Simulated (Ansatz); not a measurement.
**Cu: structure and electronic properties**

The task here is to estimate one member of a computed series from the others.

Method: DFT r2SCAN, scalar-relativistic, plane waves, PAW, in Ansatz 0.2.0.

## The system as given

The structure is tetragonal, space group I4/mmm (No. 139). Conventional cell: a = 2.886 Å, b = 2.886 Å, c = 2.752 Å, α = 90.00°, β = 90.00°, γ = 90.00°. Cu (site symmetry 4/mmm) is surrounded by 10 Cu at 2.46 to 2.75 Å.

Coordinates:

```
Cu
1.0
    -1.44279    1.44279    1.37608
     1.44279   -1.44279    1.37608
     1.44279    1.44279   -1.37608
Cu
1
Direct
  0.00000 0.00000 0.00000
```

The structure comes from the Materials Project (structure only).

The first run:

(A quick probe on a coarse mesh, which set the mesh and smearing, is not shown.)

Contents of input.yaml:

```yaml
crystal:
  lattice:
    - [-1.44279332, 1.44279332, 1.37608145]
    - [1.44279332, -1.44279332, 1.37608145]
    - [1.44279332, 1.44279332, -1.37608145]
  atoms:
    - { symbol: Cu, position: [0.0, 0.0, 0.0] }
basis:
  ecutwfc: 500
kpoints:
  mp_grid: { grid: [20, 20, 20] }
hamiltonian:
  xc: r2scan
scf:
  occupations: { method: gaussian, width: 0.1 }
output:
  forces: true
  stress: true
  eigenvalues: true
relax:
  adjacent_minimum: "off"
  f_tol: 0.005
  max_steps: 80
  cell: { stress_tol: 0.05 }
```

Among the steps run: Relaxing cell and atoms; Bands, states and charges; The cell scaled to 0.97 of its volume; Point at V/V0 = 1.03; Point at V/V0 = 0.94; The cell scaled to 1.06 of its volume.

One of the session's tables, all rows but one given; the rest of the session is left out.

It belongs to the step «Fit of the equation of state». 

```
volume (Å³/atom)  energy above the lowest point (meV/atom)  pressure (GPa)
          10.791                                      23.5           11.63
          11.135                                         ?               ?
          11.479                                       0.0            0.02
          11.824                                       4.9           -4.38
          12.168                                      18.3           -8.04
```

Q: Estimate the row for volume (Å³/atom) = 11.135 from the others.

Worked estimate for «energy above the lowest point (meV/atom)». A straight line through the neighbours (10.791, 23.5) and (11.479, 0.0) gives 23.5 + (0.0 − 23.5) × (11.135 − 10.791) / (11.479 − 10.791) = 11.8; a parabola fitted to 3 rows on both sides gives 6.2.

The run gave: energy above the lowest point (meV/atom): 5.5; pressure (GPa): 5.32. In «energy above the lowest point (meV/atom)» the line misses by +6.3 and the parabola by +0.7.
